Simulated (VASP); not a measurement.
# Dielectric function of MgO (Periclase)

What does the band structure of MgO (Periclase) give for its optical response? The cell is of the rock-salt type, one of the forms listed for this formula. The start is a cell from a database of measured crystal structures.

Main program and level: VASP 6.6.1; PBE; plane waves and PAW (Mg, O), in the first sound run; inputs show where later runs differ.

Experimental background.

For MgO, rocksalt (wedged single crystal slab, 295 K), “Infrared Optical Properties of Ferropericlase (Mg1-xFexO): Experiment and Theory” (2007, arxiv:0704.2267) gives, by infrared reflectance, oscillator fit: ε∞ (high-frequency dielectric constant) 2.95 ± 0.1.

Report form: the programs' logs are mostly left out.

The database entry behind the starting cell differs from later determinations by our own check (about 0.1 % long), so it need not match the best structure at ambient conditions.

## (1) Set-up

The structure is cubic, space group Fm-3m (No. 225). Conventional cell: a = 4.217 Å, b = 4.217 Å, c = 4.217 Å, α = 90.00°, β = 90.00°, γ = 90.00°. Nearest to Mg lie 6 O at 2.11 Å. O has 6 Mg at 2.11 Å nearest. Farther neighbours and most contacts between anions are not listed.

As a file:

```
Mg O
1.0
     0.00000    2.10850    2.10850
     2.10850    0.00000    2.10850
     2.10850    2.10850    0.00000
Mg O
1 1
Direct
  0.00000 0.00000 0.00000
  0.50000 0.50000 0.50000
```

## (2) Ground state

The ground state comes first.

INCAR reads:

```
SYSTEM = MgO
PREC = Accurate
ENCUT = 520
EDIFF = 1E-07
NELM = 100
ISMEAR = 0
SIGMA = 0.05
LREAL = .FALSE.
ALGO = Normal
GGA = PE
NBANDS = 10
LORBIT = 11
LWAVE = .FALSE.
LCHARG = .FALSE.
KPAR = 4
```

POSCAR reads:

```
MgO
1.0
    0.0000000000      2.1085000000      2.1085000000
    2.1085000000      0.0000000000      2.1085000000
    2.1085000000      2.1085000000      0.0000000000
Mg O
1 1
Direct
    0.0000000000      0.0000000000      0.0000000000
    0.5000000000      0.5000000000      0.5000000000
```

KPOINTS reads:

```
Automatic mesh
0
Gamma
9 9 9
0 0 0
```

PAW data sets: Mg and O (PBE family, release 64).

Started as:

```
mpirun -np 4 vasp_std
```

It took 2.2 s on 4 MPI ranks of Intel Xeon 6975P-C (Granite Rapids), shared host; peak memory 0.51 GiB.

The gap is read on the k-mesh alone, so it is an upper bound where the band edges lie off the mesh.

Numbers from this step:

| Quantity | Value |
| --- | --- |
| free energy (TOTEN) | -11.91 eV |
| Fermi energy | 3.481 eV |
| pressure | 3.365 GPa |
| gap on the k-mesh | 4.692 eV |
| least direct gap on the k-mesh | 4.692 eV |

The cell has a gap of 4.69 eV on this mesh and a pressure of +3.4 GPa, which holds the misfit of the given cell and coordinates with this functional, and any error of cutoff, mesh and data sets.

## (3) Spectrum

LOPTICS sums the direct transitions; the mesh is finer and NBANDS larger than for the ground state.

INCAR: that of step 2 with these lines changed.

```diff
@@ -10,4 +10,3 @@
 GGA = PE
-NBANDS = 10
-LORBIT = 11
+NBANDS = 16
 LWAVE = .FALSE.
@@ -15 +14,4 @@
 KPAR = 4
+LOPTICS = .TRUE.
+NEDOS = 2000
+CSHIFT = 0.2
```

POSCAR is that of step 2.

KPOINTS reads:

```
Automatic mesh
0
Gamma
14 14 14
0 0 0
```

Started as:

```
mpirun -np 4 vasp_std
```

The job ended after 5.6 s (4 MPI ranks; peak memory 0.68 GiB).

These are independent-particle spectra without excitons or local fields, and fine structure depends on the mesh and on CSHIFT.

Numbers from this step:

- Fermi energy: 3.373 eV
- pressure: 3.373 GPa

Absorption under the direct gap is the tail of the CSHIFT broadening, and fine structure depends on the mesh. The imaginary dielectric function, xx by photon energy; read off at these points:

```tsv
photon energy (eV)	imaginary dielectric function, xx
0.00	0
0.50	0.00433
1.00	0.00886
1.50	0.0138
2.00	0.0196
2.50	0.0269
3.00	0.0365
3.50	0.0511
4.00	0.0783
4.50	0.170
5.00	0.528
5.50	0.737
6.00	1.09
6.50	1.13
7.00	1.30
7.50	1.55
8.00	1.84
8.50	2.82
8.88	3.39
9.00	3.27
9.50	2.98
10.00	3.03
10.50	3.09
11.00	5.25
11.50	3.99
12.00	3.37
12.50	2.93
13.00	2.68
13.50	2.22
14.00	2.59
14.50	2.54
15.00	3.31
15.25	3.35
15.50	3.13
16.00	2.59
16.50	2.61
17.00	2.30
17.50	2.18
18.00	2.37
18.50	1.47
19.00	0.995
19.50	0.847
20.00	0.633
20.50	0.820
21.00	0.769
21.50	0.647
22.00	0.544
22.50	0.455
23.00	0.404
23.50	0.385
24.00	0.316
24.50	0.294
```

Real dielectric function, xx against photon energy:

photon energy (eV), real dielectric function, xx and a bar from the least value:
```
        0       3.16 #######################
        1       3.19 #######################
        2       3.26 #######################
        3       3.39 ########################
        4       3.65 ##########################
        5       4.15 ############################
        6       3.88 ###########################
        7       3.91 ###########################
        8       4.42 ##############################
        9       3.38 ########################
       10       3.50 #########################
       11       2.56 ###################
       12       1.03 ###########
       13       0.75 #########
       14       1.21 ############
       15       1.08 ###########
       16      -0.05 #####
       17      -0.22 ####
       18      -0.84 
       19      -0.74 #
       20      -0.21 ####
       21      -0.23 ###
       22      -0.09 ####
       23       0.07 #####
       24       0.16 ######
```

## (4) Static response with local fields

Perturbation theory (LEPSILON) gives the dielectric tensor with local fields, and the Born charges.

INCAR reads:

```
SYSTEM = MgO
PREC = Accurate
ENCUT = 520
EDIFF = 1E-08
NELM = 100
ISMEAR = 0
SIGMA = 0.01
LREAL = .FALSE.
ALGO = Normal
GGA = PE
NBANDS = 10
LWAVE = .FALSE.
LCHARG = .FALSE.
KPAR = 4
LEPSILON = .TRUE.
```

POSCAR is that of step 3.

KPOINTS is that of step 3.

Started as:

```
mpirun -np 4 vasp_std
```

The job ended after 27 s (4 MPI ranks; peak memory 1 GiB; 1.7 min of CPU time).

Energies printed during the response cycles are not total energies of the cell.

Numbers from this step:

* Fermi energy: 3.235 eV
* pressure: 3.371 GPa

Electronic dielectric tensor with local fields:

```
3.13 0.00 0.00
0.00 3.13 0.00
0.00 0.00 3.13
```

Born effective charge (e), principal values of the symmetric part by kind of site:

```tsv
atom	atoms with these values	low	middle	high	mean
Mg1	1	1.97	1.97	1.97	1.97
O2	1	-1.97	-1.97	-1.97	-1.97
```

In full for Mg1:

```
1.97 0.00 0.00
0.00 1.97 0.00
0.00 0.00 1.97
```

The mean electronic (clamped-ion) dielectric constant is 3.13.

## (5) Spectrum at r2SCAN

This step: r2SCAN; plane waves and PAW (Mg, O) (VASP 6.6.1).

The spectrum is made again with r2SCAN.

INCAR reads:

```
SYSTEM = MgO
PREC = Accurate
ENCUT = 520
EDIFF = 1E-07
NELM = 100
ISMEAR = 0
SIGMA = 0.05
LREAL = .FALSE.
ALGO = Normal
METAGGA = R2SCAN
LASPH = .TRUE.
NBANDS = 16
LWAVE = .FALSE.
LCHARG = .FALSE.
KPAR = 4
LOPTICS = .TRUE.
NEDOS = 2000
CSHIFT = 0.2
```

POSCAR is that of step 4.

KPOINTS is that of step 4.

Started as:

```
mpirun -np 4 vasp_std
```

It took 14 s on 4 MPI ranks; peak memory 0.68 GiB.

The PAW data sets were made with PBE, which is usual practice but a small mismatch for other functionals.

This step gave:

```yaml
free_energy_toten: -16.16 eV
fermi_energy: 2.95 eV
pressure: -2.610 GPa
gap_on_the_k_mesh: 5.569 eV
least_direct_gap_on_the_k_mesh: 5.569 eV
```

Absorption under the direct gap is the tail of the CSHIFT broadening, and fine structure depends on the mesh. The imaginary dielectric function, xx by photon energy; read off at these points:

photon energy (eV), imaginary dielectric function, xx and a bar:
```
     0.00       0.00 
     0.50       0.00 
     1.00       0.01 
     1.50       0.01 
     2.00       0.01 
     2.50       0.02 
     3.00       0.02 
     3.50       0.03 
     4.00       0.04 
     4.50       0.05 
     5.00       0.08 
     5.50       0.20 #
     6.00       0.56 ###
     6.50       0.71 ####
     7.00       0.76 #####
     7.50       1.14 #######
     8.00       1.00 ######
     8.50       1.46 #########
     9.00       1.72 ###########
     9.50       2.55 ################
     9.81       3.06 ###################
    10.00       2.83 ##################
    10.50       2.68 #################
    11.00       2.89 ##################
    11.50       2.93 ##################
    12.00       4.85 ##############################
    12.50       3.61 ######################
    13.00       3.16 ####################
    13.50       2.67 #################
    14.00       2.52 ################
    14.50       1.96 ############
    15.00       2.21 ##############
    15.50       2.38 ###############
    16.00       2.93 ##################
    16.50       3.09 ###################
    17.00       2.70 #################
    17.50       2.57 ################
    18.00       2.30 ##############
    18.50       2.09 #############
    19.00       2.23 ##############
    19.50       1.63 ##########
    20.00       1.12 #######
    20.50       0.88 #####
    21.00       0.67 ####
    21.50       0.74 #####
    22.00       0.87 #####
    22.50       0.63 ####
    23.00       0.62 ####
    23.50       0.50 ###
    24.00       0.43 ###
    24.50       0.40 ##
```

The real dielectric function, xx by photon energy:

photon energy (eV), real dielectric function, xx and a bar from the least value:
```
        0       2.88 ######################
        1       2.89 ######################
        2       2.94 ######################
        3       3.02 #######################
        4       3.17 #######################
        5       3.43 #########################
        6       3.79 ###########################
        7       3.63 ##########################
        8       3.79 ###########################
        9       4.29 ##############################
       10       3.16 #######################
       11       3.32 ########################
       12       2.29 ##################
       13       1.00 ###########
       14       0.79 #########
       15       1.44 #############
       16       1.28 ############
       17       0.16 ######
       18      -0.19 ####
       19      -0.28 ###
       20      -0.79 
       21      -0.31 ###
       22      -0.11 ####
       23      -0.07 ####
       24       0.09 #####
```

## (6) Spectrum at LDA

This step: LDA; plane waves and PAW (Mg, O) (VASP 6.6.1).

The spectrum is made again with LDA.

INCAR: that of step 5 with these lines changed.

```diff
@@ -9,4 +9,3 @@
 ALGO = Normal
-METAGGA = R2SCAN
-LASPH = .TRUE.
+GGA = CA
 NBANDS = 16
```

POSCAR is that of step 5.

KPOINTS is that of step 5.

Started as:

```
mpirun -np 4 vasp_std
```

The job ended after 5 s (4 MPI ranks; peak memory 0.63 GiB).

The PAW data sets were made with PBE, though LDA sets exist; this is a small mismatch.

Numbers from this step:

| Quantity | Value |
| --- | --- |
| free energy (TOTEN) | -13.31 eV |
| Fermi energy | 2.989 eV |
| pressure | -6.413 GPa |
| gap on the k-mesh | 4.643 eV |
| least direct gap on the k-mesh | 4.643 eV |

The imaginary dielectric function, xx has structure finer than the step of the table below, so its rows give means over 1 eV, whole bins alone (the curve runs from 0 to 25.0 eV). Peaks (eV: height): 10.9: 5.53, 15.0: 3.56.

Absorption under the direct gap is the tail of the CSHIFT broadening, and fine structure depends on the mesh. Table of imaginary dielectric function, xx by photon energy; means over each step:

photon energy (eV), imaginary dielectric function, xx and a bar:
```
        1       0.01 
        2       0.02 
        3       0.04 
        4       0.10 #
        5       0.52 ###
        6       0.98 ######
        7       1.39 #########
        8       2.27 ##############
        9       3.17 ####################
       10       3.25 #####################
       11       4.71 ##############################
       12       3.26 #####################
       13       2.50 ################
       14       2.65 #################
       15       3.27 #####################
       16       2.70 #################
       17       2.32 ###############
       18       1.88 ############
       19       0.92 ######
       20       0.74 #####
       21       0.71 ####
       22       0.50 ###
       23       0.39 ##
       24       0.31 ##
```

The real dielectric function, xx by photon energy:

```tsv
photon energy (eV)	real dielectric function, xx
0	3.23
1	3.25
2	3.32
3	3.47
4	3.75
5	4.23
6	3.93
7	4.09
8	4.73
9	3.41
10	3.51
11	1.46
12	0.839
13	0.675
14	1.08
15	0.681
16	-0.00357
17	-0.342
18	-1.18
19	-0.636
20	-0.123
21	-0.200
22	-0.0758
23	0.0754
24	0.206
```

## (7) Results

| Item | Value |
| --- | --- |
| PBE, independent particles | eps xx at zero frequency 3.16, centre of weight of eps2 xx, over the range kept, at 13.12 eV, mesh 14×14×14 |
| r2SCAN, independent particles | eps xx at zero frequency 2.88, centre of weight of eps2 xx, over the range kept, at 14.18 eV, mesh 14×14×14 |
| LDA, independent particles | eps xx at zero frequency 3.23, centre of weight of eps2 xx, over the range kept, at 12.95 eV, mesh 14×14×14 |
| PBE, with local fields | eps 3.13, 3.13, 3.13 |

**Reading.** Local fields, and the bands above those summed, take the mean static value from 3.16 to 3.13. Excitons and quasiparticle shifts are absent, so the onset tends to lie too low and its shape can differ. The given cell is kept, although it stands at +3.4 GPa at PBE and ENCUT = 520 eV, which holds the mismatch of the given cell with this functional and any basis-set error.

Calculation against experiment:

| quantity | measured | PBE |
| --- | --- | --- |
| ε∞ (mean of the tensor) | 2.95 | 3.13 (+6.2 %) |

Measured values from arxiv:0704.2267 (2007).

Verdict: The ε∞ is off by +6.2 %: good agreement. The grades are ours: good and fair within 7 and 18 % for the ε∞. No cell relaxation is part of this session.

[Lines on the potential files, build, host, timing and source positions are cut from VASP's logs without a mark.]

[Logs are printed without paths, hosts, clocks, repeated set-up lines and the standing remarks that a program may print on its own settings, such as how far it seeks lower states.]

[Hosts, paths, dates, database ids (printed as entryN), source tags and the programs' standing remarks are cut or masked in the printed files.]
